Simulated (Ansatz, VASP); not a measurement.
C in VASP and in Ansatz

File INCAR:

```
PREC = Accurate ; ENCUT = 520
EDIFF = 1E-6 ; ISMEAR = 0
SIGMA = 0.02 ; LREAL = F
LASPH = T ; NELM = 100
ALGO = Normal ; ISIF = 2
LWAVE = F ; LCHARG = F
GGA = PS ; NBANDS = 11
```

File KPOINTS:

```
Automatic mesh
0
Gamma
  15 15 15
```

POSCAR

```
C
1.0
    1.2474660036      0.7202248329      3.0987630454
   -1.2474660036      0.7202248329      3.0987630454
    0.0000000000     -1.4404496659      3.0987630454
C
2
Direct
    0.1610122595      0.1610122595      0.1610122595
    0.8389877405      0.8389877405      0.8389877405
```

Input for Ansatz:

```yaml
crystal:
  lattice:
    - [1.2474660036, 0.7202248329, 3.0987630454]
    - [-1.2474660036, 0.7202248329, 3.0987630454]
    - [0.0, -1.4404496659, 3.0987630454]
  atoms:
    - { symbol: C, position: [0.1610122595, 0.1610122595, 0.1610122595] }
    - { symbol: C, position: [0.8389877405, 0.8389877405, 0.8389877405] }
basis:
  ecutwfc: 420
kpoints:
  mp_grid: { grid: [15, 15, 15] }
hamiltonian:
  xc: pbesol
scf:
  occupations: { method: gaussian, width: 0.02 }
output:
  forces: true
  stress: true
  eigenvalues: true
```

Alike in both runs: task single point; functional PBEsol; k mesh 15 × 15 × 15; occupations gaussian, width 0.02 eV; no spin polarisation.

|  | VASP | Ansatz |
| --- | --- | --- |
| version | VASP 6.6.1 | Ansatz 0.2.0 |
| potentials or method | VASP PAW PBE potentials, release 64 (C) | scalar-relativistic, plane waves, PAW |
| plane-wave cutoff (eV) | 520 | 420 |
| valence electrons in the cell | 8 | 8 |

|  | VASP | Ansatz | Ansatz less VASP |
| --- | --- | --- | --- |
| gap on the k mesh at the Fermi level (eV) | 0.65 | 0.65 | +0.001 |
| least direct gap on the mesh (eV) | 0.65 | 0.65 | +0.001 |
| pressure (GPa) | -11.0 | -11.6 | -0.70 |
| largest component of the traceless stress (GPa) | 13.68 | 14.40 | +0.723 |
| rms of the force components (eV/Å) | 0.950 | 0.956 | +0.0054 |

Atom by atom the forces differ by 0.005 eV/Å (rms over components). The functional is the same, so the differences come from potentials, cutoffs and numerics.

Caveats: the PAW data sets were made with another functional, which shifts forces and pressure a little (VASP); an odd mesh through Γ misses points on the zone boundary, where band edges often lie.
